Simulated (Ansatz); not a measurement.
# Tuning gaps by epitaxial strain

Plane-wave DFT in Ansatz, r2SCAN, scalar-relativistic PAW potentials, cutoff 500 eV, no spin-orbit coupling; no spin polarisation. Equal strain along a and b of the conventional cell, c and the atoms relaxed; gaps sought over the whole zone.

| crystal | strain: gap (eV) |
| --- | --- |
| TiO₂ (I4_1/amd) | -3.0 %: 2.882; -2.0 %: 2.756; -1.0 %: 2.637; +0.0 %: 2.529; +1.0 %: 2.432; +2.0 %: 2.350; +3.0 %: 2.279 |
| SiC (P6_3mc) | -6.0 %: 1.720; -4.0 %: 2.089; -2.0 %: 2.397; +0.0 %: 2.652; +2.0 %: 2.783; +4.0 %: 2.594; +6.0 %: 2.314 |
| ZnO (P6_3mc) | -6.0 %: 1.122; -4.0 %: 1.172; -2.0 %: 1.211; +0.0 %: 1.238; +2.0 %: 1.252; +4.0 %: 1.260; +6.0 %: 1.283 |
| AlN (P6_3mc) | -4.5 %: 5.313; -3.0 %: 5.296; -1.5 %: 5.201; +0.0 %: 4.880; +1.5 %: 4.560; +3.0 %: 4.248; +4.5 %: 3.950 |
| SnO₂ (P4_2/mnm) | -4.5 %: 2.251; -3.0 %: 2.089; -1.5 %: 1.927; +0.0 %: 1.769; +1.5 %: 1.623; +3.0 %: 1.496; +4.5 %: 1.394 |

Q: What are the slopes on either side of zero strain, and why can they differ?

A: TiO₂ (I4_1/amd) -108 and -97; SiC (P6_3mc) +128 and +66; ZnO (P6_3mc) +14 and +7; AlN (P6_3mc) -214 and -213; SnO₂ (P4_2/mnm) -105 and -97 meV per % (over the first step on the compressive side, then on the tensile side; a positive slope means the gap grows as the plane is stretched). The slope drops from the first side to the second in SiC (P6_3mc). The gap is the smallest distance between any valence top and conduction valley, so its slope drops where another pair takes over. In SiC (P6_3mc) the strain keeps the symmetry, so nothing splits at zero; most likely two bands or valleys cross within a step of it. Relaxations kept the strained cell's symmetry, so distortions at large strain weren't sought, and coherent films seldom hold more than 2 to 3 %. The slope of one pair of band edges is as a rule more reliable than the Kohn–Sham gap, while the strain at which pairs cross shifts with the functional.

Cost: about 56 core-minutes for the runs cited, on AMD EPYC 7R43 (Zen 3), Arm Neoverse V1, Intel Xeon Platinum 8259CL (Skylake/Cascade Lake) and other processors (shared hosts).